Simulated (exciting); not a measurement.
CdTe:

```
Te Cd
1.0
     0.00000    3.20500    3.20500
     3.20500    0.00000    3.20500
     3.20500    3.20500    0.00000
Te Cd
1 1
Direct
  0.75000 0.75000 0.75000
  0.00000 0.00000 0.00000
```

Base run:

```yaml
Program: exciting (release sodium)
Functional: LDA
Potentials_or_basis: all-electron LAPW+lo, shipped species files, valence relativity iora*
rgkmax: 9
k_mesh: 7 × 7 × 7
Occupations: fermi-dirac, width 0.05 eV
Spin: no spin polarisation
```

Its results: band gap on the k mesh 0.61 eV, direct.

Problem. The run is repeated on the same cell with these changes: functional from LDA to PBE. What comes out?

Solution. Band gap on the k mesh 0.87 eV, direct.

Caveats: the tetrahedron DOS on this energy grid can lose part of the weight of narrow d or f bands; spin-orbit coupling is left out, which moves the levels of the heavy elements.
